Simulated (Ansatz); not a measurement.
Input and command of a plane-wave DFT calculation in Ansatz:

```yaml
crystal:
  lattice:
    - [5.1760943002, 0.0, 0.0]
    - [-2.5880471501, 4.4826291563, 0.0]
    - [0.0, 0.0, 8.5621487495]
  atoms:
    - { symbol: Hf, position: [0.3333333333, 0.6666666667, 0.0630332931] }
    - { symbol: Hf, position: [0.6666666667, 0.3333333333, 0.5630332931] }
    - { symbol: Hf, position: [0.3333333333, 0.6666666667, 0.4369667069] }
    - { symbol: Hf, position: [0.6666666667, 0.3333333333, 0.9369667069] }
basis:
  ecutwfc: 420
kpoints:
  mp_grid: { grid: [6, 6, 4] }
hamiltonian:
  xc: lda
scf:
  occupations: { method: gaussian, width: 0.1 }
output:
  forces: true
  stress: true
  eigenvalues: true
relax:
  adjacent_minimum: "off"
  f_tol: 0.05
  max_steps: 60
  cell: { stress_tol: 0.5 }
```

```bash
ansatz run input.yaml --threads 1 --pin off --max-ram 2560MiB --backend cpu --events-out ev --progress --plain --runs-dir out
```

Processor: Oxide Virtual Turin-like Processor (Zen 5), 1 thread, on a host shared with other jobs.

Task: How long does it run, and how much memory does it take?

Result: About 2.5 min on 1 thread of Oxide Virtual Turin-like Processor (Zen 5), on a shared host, peak memory 0.57 GiB. It solves 63 bands at 21 k points (the mesh reduced by symmetry) with about 2197 plane waves (on the last cell), in 77 SCF iterations over 11 ionic steps.
